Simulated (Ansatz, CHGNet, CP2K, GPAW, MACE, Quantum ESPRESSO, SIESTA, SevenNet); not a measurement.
# GPAW runs on P-1 (COD entry) Ca2CrN3, displaced supercell (48 atoms)

Wanted: GPAW inputs and outputs for P-1 (COD entry) Ca2CrN3, displaced supercell (48 atoms), checked against a plane-wave reference.

Calculated with GPAW 26.7.0; the method is named at each step.

## Step 1: Set-up

The cell holds 48 atoms: 16 Ca, 8 Cr and 24 N. Its edges and angles: a = 11.113 Å, b = 11.440 Å, c = 6.328 Å, α = 72.6°, β = 68.0°, γ = 64.0°. It derives from Ca2CrN3 (P-1 (measured, COD)), repeated 2×2×1. P-1 (COD entry) Ca2CrN3 (cell 5.556, 5.72, 6.328, 72.62, 68.01, 63.97), 2 x 2 x 1 conventional cells; every coordinate displaced by a Gaussian of 0.05 Å. Then every atom was moved at random, 0.05 Å r.m.s. a Cartesian component.

The yardstick, on the same geometry:

| Quantity | Value |
| --- | --- |
| method | Kohn-Sham DFT, PBE, SSSP efficiency 1.3.0 pseudopotentials, plane waves (Quantum ESPRESSO 7.5); sssp-pbe-1.3.0-efficiency, cutoffs 60/480 Ry, Γ point |
| r.m.s. force component | 2.425 eV/Å |
| longest force | 11.78 eV/Å |
| pressure | 1.623 GPa |
| gap (highest filled to lowest empty level) | 0.6673 eV |
| time | 7.4 min on 4 MPI ranks of Arm Neoverse N1, shared host |
| CPU time | 30 min |

## Step 2: PBE, plane waves 550 eV

Method: Kohn-Sham DFT, PBE, PAW, plane waves.

The input, run.py:

```python
import numpy as np
from ase.io import read
from gpaw import GPAW, FermiDirac, PW
from ase.parallel import parprint as print

atoms = read("structure.xyz")
atoms.calc = GPAW(
    mode=PW(550),
    xc="PBE",
    kpts={"size": (1, 1, 1), "gamma": True},
    occupations=FermiDirac(0.05),
    maxiter=200,
    symmetry={"point_group": False},
    nbands=235,
    txt="gpaw.txt",
)
energy = atoms.get_potential_energy(force_consistent=True)
forces = atoms.get_forces()
print(f"energy {energy:.6f} eV")
print("forces (eV/A)")
for i, (a, f) in enumerate(zip(atoms, forces)):
    print(f"{i:4d} {a.symbol:2s} {f[0]:10.5f} {f[1]:10.5f} {f[2]:10.5f}")
stress = -atoms.get_stress(voigt=False) * 160.21766
print("stress (GPa, compression positive)")
for row in stress:
    print(" ".join(f"{x:10.4f}" for x in row))
print(f"Fermi level {atoms.calc.get_fermi_level():.4f} eV")
for k in range(len(atoms.calc.get_ibz_k_points())):
    for s in range(atoms.calc.get_number_of_spins()):
        e = atoms.calc.get_eigenvalues(kpt=k, spin=s)
        n = np.searchsorted(e, atoms.calc.get_fermi_level())
        print(f"k {k} spin {s} levels about the Fermi level:", np.round(e[max(n - 6, 0):n], 4).tolist(), "|", np.round(e[n:n + 6], 4).tolist())
```

The input, structure.xyz:

```xyz
48
Lattice="11.11300 0.00000 0.00000 5.02070 10.27985 0.00000 2.36936 0.94660 5.79105" Properties=species:S:1:pos:R:3:initial_magmoms:R:1 pbc="T T T"
Ca 6.68301 4.11573 3.90033 0.0
Ca 3.92667 1.87804 1.88991 0.0
Ca 3.71608 5.02799 1.17865 0.0
Ca 6.68059 0.92826 4.66191 0.0
Cr 3.68719 3.17697 4.73858 3.0
Cr 6.62608 2.92976 1.13580 3.0
N 4.29153 1.43223 4.37549 0.0
N 6.21287 4.78572 1.44290 0.0
N 3.49301 4.03401 3.40664 0.0
N 6.84056 2.16772 2.48164 0.0
N 5.13218 4.08701 5.76285 0.0
N 7.73173 2.92251 5.58361 0.0
Ca 9.10957 9.28697 3.88562 0.0
Ca 6.48755 7.13742 1.77675 0.0
Ca 6.28445 10.26944 1.06017 0.0
Ca 9.08073 6.25687 4.58802 0.0
Cr 6.26118 8.29261 4.73094 3.0
Cr 9.15217 8.05380 0.97701 3.0
N 6.81787 6.59364 4.31827 0.0
N 8.64322 9.87122 1.41939 0.0
N 6.08894 9.25278 3.21988 0.0
N 9.51289 7.33561 2.56283 0.0
N 4.94812 8.31969 0.06665 0.0
N 10.31357 8.13861 5.75283 0.0
Ca 12.17093 4.11061 3.90925 0.0
Ca 9.38018 2.02022 1.76922 0.0
Ca 9.26247 5.01266 1.10117 0.0
Ca 12.19134 1.03442 4.59636 0.0
Cr 9.30041 2.89922 4.77640 3.0
Cr 12.19153 3.11091 1.02085 3.0
N 9.80183 1.44073 4.35452 0.0
N 11.68999 4.83916 1.39188 0.0
N 9.20963 4.01899 3.20784 0.0
N 12.43232 2.10368 2.50179 0.0
N 8.12652 3.11424 0.04505 0.0
N 13.51359 2.89784 5.64714 0.0
Ca 14.61081 9.37929 3.93658 0.0
Ca 11.72572 7.24840 1.85192 0.0
Ca 11.77140 10.18592 1.15103 0.0
Ca 14.88623 6.03430 4.69359 0.0
Cr 11.87534 8.23922 4.80738 3.0
Cr 14.64339 8.38620 1.09300 3.0
N 12.43540 6.42475 4.31202 0.0
N 14.03998 9.88298 1.36368 0.0
N 11.56276 9.12214 3.42309 0.0
N 14.86832 7.25949 2.69521 0.0
N 10.58256 8.26422 0.11159 0.0
N 15.80178 8.09147 5.71223 0.0
```

Run with:

```
$ OMP_NUM_THREADS=1 mpirun -np 2 gpaw python run.py > output.txt
```

Output:

```text
energy -337.716765 eV
forces (eV/A)
   0 Ca   -0.47508    1.03139   -0.56267
   1 Ca   -0.72739    0.22277    0.36728
   2 Ca    0.39044    1.09113    0.12481
   3 Ca   -0.85411    0.80978    0.29074
   4 Cr   11.14460   -4.57786   -2.47776
   5 Cr   -2.97217    6.43805   -4.57829
   6 N    -0.21035    0.67069    0.04932
   7 N     0.20297   -2.42314   -0.45622
   8 N    -1.32590    1.96651   -3.60855
   9 N     0.99833   -3.61637    3.95458
  10 N    -2.77409   -0.55137    0.36575
  11 N     0.39406    0.06723    2.55032
  12 Ca   -0.54667    0.74486   -0.46403
  13 Ca   -1.42724   -0.09756    1.42222
  14 Ca    0.41409    0.19579   -0.07544
  15 Ca    0.49500   -1.27767    0.50741
  16 Cr   -0.14322   -1.64992   -3.32729
  17 Cr   -4.29222    5.41457    8.44031
  18 N    -0.50724    1.47351    0.73665
  19 N     0.67898   -2.23304   -0.99189
  20 N    -0.39335   -1.03281    2.05248
  21 N    -0.82673   -0.45998   -2.28700
  22 N     3.13275    0.32561   -0.80609
  23 N    -0.85330   -0.68774   -0.36986
[...]
40 Cr    1.59008   -6.66915   -5.02156
  41 Cr   -2.25807   -7.17287    3.52226
  42 N    -1.18178    3.31824    1.55211
  43 N    -0.50868    3.20837    0.50714
  44 N     0.03539    1.55060   -1.10793
  45 N    -0.03078    2.46092   -3.68042
  46 N     4.05156    1.08418   -1.94235
  47 N     1.26464    2.04673    0.69487
stress (GPa, compression positive)
   -1.4502     0.1344    -2.5181
    0.1344    -6.3983    -1.1759
   -2.5181    -1.1759    -5.0754
Fermi level 7.0305 eV
k 0 spin 0 levels about the Fermi level: [5.794, 5.9988, 6.0536, 6.2906, 6.4163, 6.7105] | [7.3543, 7.4901, 7.5963, 7.638, 7.7011, 7.9366]
k 0 spin 1 levels about the Fermi level: [5.7939, 5.9988, 6.0536, 6.2905, 6.4162, 6.7102] | [7.3542, 7.49, 7.5961, 7.6379, 7.7011, 7.9365]
```

gpaw.txt:

```text
Input parameters:
  mode=PW(ecut=550.0),
  kpts=MonkhorstPack(size=(1, 1, 1), gamma=True),
  maxiter=200,
  nbands=235,
  occupations=Occupations(name='fermi-dirac', width=0.05, fixmagmom=False),
  symmetry=Symmetry(point_group=False),
  xc=XC(name='PBE')
Diagonalizing LCAO Hamiltonian
Converting LCAO to pw mode
Unit cell  # Å
| periodic |         x |         y |        z |   lengths |    angles |
|----------|-----------|-----------|----------|-----------|-----------|
|      yes | 11.113000 |  0.000000 | 0.000000 | 11.113000 | 72.619043 |
|      yes |  5.020700 | 10.279850 | 0.000000 | 11.440400 | 68.011984 |
|      yes |  2.369360 |  0.946600 | 5.791050 |  6.328205 | 63.969021 |
Number of symmetries: 1
Symmetry operations  # r_c * U_cc + t_c -> r_c
|   | kind |            matrix            |
|---|------|------------------------------|
| 0 |  E   |  1, 0, 0,  0, 1, 0,  0, 0, 1 |
BZ-sampling:
  Number of BZ points: 1
  Number of IBZ points: 1
  Monkhorst-Pack size: [1, 1, 1]
[... lines left out ...]
  Converge bands: occupied
[... lines left out ...]
  Fermi-Dirac:
[... lines left out ...]
convergence criteria:
- Maximum [total energy] change in last 3 cyles: 0.0005 eV / valence electron
[... lines left out ...]
|iter:  35| -337.715495c| -6.46 | -3.76 |  -0.0008|
|iter:  36| -337.715510c| -6.67 | -4.12c|  -0.0015|
|iter:  37| -337.715506c| -6.85 | -4.12c|  -0.0014|
|iter:  38| -337.715511c| -6.69 | -4.11c|  -0.0003|
|iter:  39| -337.715520c| -6.77 | -4.20c|  +0.0000|
|iter:  40| -337.715514c| -6.91 | -4.26c|  +0.0002|
|iter:  41| -337.715508c| -7.01 | -4.38c|  +0.0003|
|iter:  42| -337.715519c| -7.20 | -4.40c|  +0.0005|
|iter:  43| -337.715510c| -7.54c| -4.53c|  +0.0008|
Converged in 43 steps
SCF loop duration: 683.169 s (15.888 s/step)
Energy contributions relative to reference atoms: (reference = -560394.243414)
Energy contributions:
  Kinetic:          86.323501
  Coulomb:         -97.096452
  Zero:             -7.560730
  External:          0.000000
  Xc:             -319.380574
  Entropy:          -0.002509
  Spinorbit:         0.000000
  ----------------------------
  Free energy:    -337.716765
  Extrapolated:   -337.715510
dipole moment: (-3.358183, 5.759942, 21.400943)  # |e|*Ang
Total magnetic moment: (0.000000, 0.000000, 0.000802)
Local magnetic moments
|        x |        y |         z |
|----------|----------|-----------|
| 0.000000 | 0.000000 |  0.000007 |  # Ca   0
| 0.000000 | 0.000000 |  0.000010 |  # Ca   1
| 0.000000 | 0.000000 |  0.000009 |  # Ca   2
[...]
| 0.000000 | 0.000000 |  0.000016 |  # N   46
| 0.000000 | 0.000000 | -0.000001 |  # N   47
Fermi level: 7.030
Eigenvalues  # (at kpt = [0.000, 0.000, 0.000])
| band index |      eig [eV] | occ [0-1] |      eig [eV] | occ [0-1] |
|------------|---------------|-----------|---------------|-----------|
|          0 |       -33.932 |     1.000 |       -33.932 |     1.000 |
|        ... |               |           |               |           |
|        156 |         5.757 |     1.000 |         5.757 |     1.000 |
|        157 |         5.761 |     1.000 |         5.761 |     1.000 |
[...]
|        171 |         8.034 |     0.000 |         8.034 |     0.000 |
|        ... |               |           |               |           |
|        234 |        12.417 |     0.000 |        12.432 |     0.000 |
Gap: 0.644 eV
Transition (v -> c):
  (s=0, k=0, n=163, [0.00, 0.00, 0.00]) -> (s=1, k=0, n=164, [0.00, 0.00, 0.00])
No difference between direct/indirect transitions
Force computation time: 4.845  # s
Stress tensor  # eV/Ang^3
|         x |         y |        z |
|-----------|-----------|----------|
|  0.009052 | -0.000839 | 0.015717 |
| -0.000839 |  0.039935 | 0.007339 |
|  0.015717 |  0.007339 | 0.031678 |
Stress computation time: 30.970  # s
```

Wall time 13 min (2 MPI ranks of Arm Neoverse N1, shared host); peak memory 1.6 GiB.

Banners, paths, timers and routine set-up lines are dropped from the logs unmarked, and long logs keep their key lines alone; longer cuts are marked.

Compared with the plane-wave run:

```
r.m.s. force component                           : 2.523 eV/Å
r.m.s. difference of force components            : 289.5 meV/Å
longest difference of force vectors              : 1120 meV/Å
force difference over r.m.s. force               : 11.94 %
slope of forces against the reference's          : 1.034
correlation of force components                  : 0.9939
gap (highest filled to lowest empty level) : 0.6437 eV
gap difference                                   : -0.0236 eV
pressure                                         : -4.308 GPa
pressure difference                              : -5.931 GPa
```

This run lies far from the reference in forces at the same functional. Basis and potentials both differ; the latter hold 328 valence electrons against the reference's 392.

Length of the force difference by element (eV/Å):

```tsv
element	atoms	mean	most
Ca	16	0.032	0.052
Cr	8	0.57	0.89
N	24	0.54	1.1
```

Levels nearest the highest filled one (eV from it): -0.92, -0.92, -0.71, -0.71, -0.66, -0.66, -0.42, -0.42, -0.29, -0.29, 0.00, 0.00, 0.64, 0.64, 0.78, 0.78, 0.89, 0.89, 0.93, 0.93, 0.99, 0.99, 1.23, 1.23.

A closer look about Ca39, picked at random: 10 atoms, nearest first, numbered in the order of the input, with positions taken from that point.

```tsv
atom	x	y	z	distance (Å)	bonds	Fx	Fy	Fz (eV/Å)
Ca39	0.00	0.00	0.00	0.00	6	-0.37	0.18	0.27
N44	2.27	-0.30	0.21	2.30	5	-0.51	3.21	0.51
N47	-1.19	-1.92	-1.04	2.49	6	4.05	1.08	-1.94
N45	-0.21	-1.06	2.27	2.52	5	0.04	1.55	-1.11
N10	0.09	2.26	1.33	2.63	5	1.00	-3.62	3.95
N31	0.68	0.59	-2.59	2.74	5	1.21	-4.50	-0.54
N12	-1.39	2.07	-1.36	2.84	6	0.39	0.07	2.55
Cr29	0.18	2.05	-2.17	2.99	4	1.66	7.32	-3.37
Ca38	-0.05	-2.94	0.70	3.02	6	2.23	-1.78	1.10
Cr6	-0.12	3.02	-0.02	3.03	4	-2.97	6.44	-4.58
```

Atoms are counted from 1 here, from 0 in the log.

Forces lie 12 % from the reference's, at 0.87 times its CPU time (on 2 against 4 cores).

Further runs of this program without a result: GPAW PBE, LCAO dzp, h 0.18 Å (cut off at its time limit); GPAW LDA, LCAO dzp, h 0.18 Å (cut off at its time limit).

## Step 3: Summary of results

```json
{"force difference from the reference": "GPAW PBE, plane waves 550 eV, 12 %", "its CPU time": "26 min"}
```

**Reading.** PBE on plane waves or a grid with other potentials, cutoffs or grids differs from the reference by 12 % (GPAW PBE, plane waves 550 eV) of the r.m.s. force; potentials, valence shells or grid differ, and the table alone doesn't part them. At the same functional, the gap of GPAW PBE, plane waves 550 eV lies 0.02 eV below the reference's 0.667 eV. These are spacings on the run's k-points, which needn't hold the band edges. In pressure, GPAW PBE, plane waves 550 eV misses by -5.9 GPa, at the same functional. The potentials hold different valence shells: 392 electrons in the reference, 328 in GPAW; this bears on time and differences. The reference's pressure holds the uncorrected Pulay stress of its 60 Ry basis, so small pressure differences, and their order, may be the reference's own error. The cell is under 6 Å thick along one periodic direction, so every atom has periodic images of itself close by, which move with it and show among its neighbours and in g(r). The reference's stress is far from hydrostatic: its diagonal is 4.8, -0.7, 0.8 GPa, compression counted positive. The published positions, changed by the recipe (random displacements or longer bonds to H), lie far from the minimum at this level of theory. The reference's pressure of 1.6 GPa belongs to a cell and atoms that aren't relaxed at this level. The electronic-structure runs sample only Γ, in a cell whose shortest periodic width is 6 Å.

[Also dropped from logs without a mark: logging warnings of Python, and SIESTA's first energy breakdown and zero terms.]

[Logs are printed without paths, hosts, clocks, repeated set-up lines and the standing remarks that a program may print on its own settings, such as how far it seeks lower states.]

[Hosts, paths, dates, database ids (printed as entryN), source tags and the programs' standing remarks are cut or masked in the printed files.]
